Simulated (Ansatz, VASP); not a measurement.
TlBr: VASP beside Ansatz

File INCAR:

```
SYSTEM = TlBr
ALGO = Fast ; EDIFF = 1E-6
ENCUT = 520 ; GGA = PS
ISIF = 2 ; ISMEAR = 0
LASPH = .True. ; LCHARG = .False.
LREAL = .False. ; LWAVE = .False.
NBANDS = 17 ; NELM = 100
PREC = Accurate ; SIGMA = 0.01
```

The input KPOINTS:

```
k-points
0
Gamma
  6 6 6
  0 0 0
```

Contents of POSCAR:

```
TlBr
1.0
    3.9145326198      0.0000000000      0.0000000000
    0.0000000000      3.9145326198      0.0000000000
    0.0000000000      0.0000000000      3.9145326198
Tl Br
1 1
Direct
    0.0000000000      0.0000000000      0.0000000000
    0.5000000000      0.5000000000      0.5000000000
```

Input for Ansatz:

```yaml
crystal:
  lattice:
    - [3.9145326198, 0.0, 0.0]
    - [0.0, 3.9145326198, 0.0]
    - [0.0, 0.0, 3.9145326198]
  atoms:
    - { symbol: Tl, position: [0.0, 0.0, 0.0] }
    - { symbol: Br, position: [0.5, 0.5, 0.5] }
kpoints:
  mp_grid: { grid: [6, 6, 6] }
scf:
  occupations: { method: fixed }
hamiltonian:
  xc: pbesol
  pseudopotentials: { kind: paw }
output:
  forces: true
  stress: true
  eigenvalues: true
  eigenstates:
    nscf_kmesh: { grid: [10, 10, 10] }
    de_dk: true
    e_range: [-4, 5.587571977886]
  optics:
    e_range: [0, 30]
    de: 0.2
    sigma: 0.25
    bands: { spectra_wanted_up_to: 30 }
    nscf_kmesh: { grid: [10, 10, 10] }
checkpoint:
  write: ck
  write_wavefunctions: false
```

Alike in both runs: task single point; functional PBEsol; k mesh 6 × 6 × 6; no spin polarisation.

```csv
,VASP,Ansatz
version,VASP 6.6.1,Ansatz 0.2.0
potentials or method,"VASP PAW PBE potentials, release 64 (Tl_d, Br)","PAW with Ansatz's default frozen-core files, scalar-relativistic"
plane-wave cutoff (eV),520,420
occupations,"gaussian, width 0.01 eV",fixed
valence electrons in the cell,20,20
```

|  | VASP | Ansatz | Ansatz less VASP |
| --- | --- | --- | --- |
| gap on the k mesh at the Fermi level (eV) | 1.59 | 1.59 | -0.004 |
| pressure (GPa) | 0.0 | 0.0 | +0.03 |

Caveats: the PAW data sets were made with another functional, which shifts forces and pressure a little (VASP); spin-orbit coupling is left out, which as a rule narrows the gap of such compounds by several tenths of an eV. A k mesh can miss the band edges.
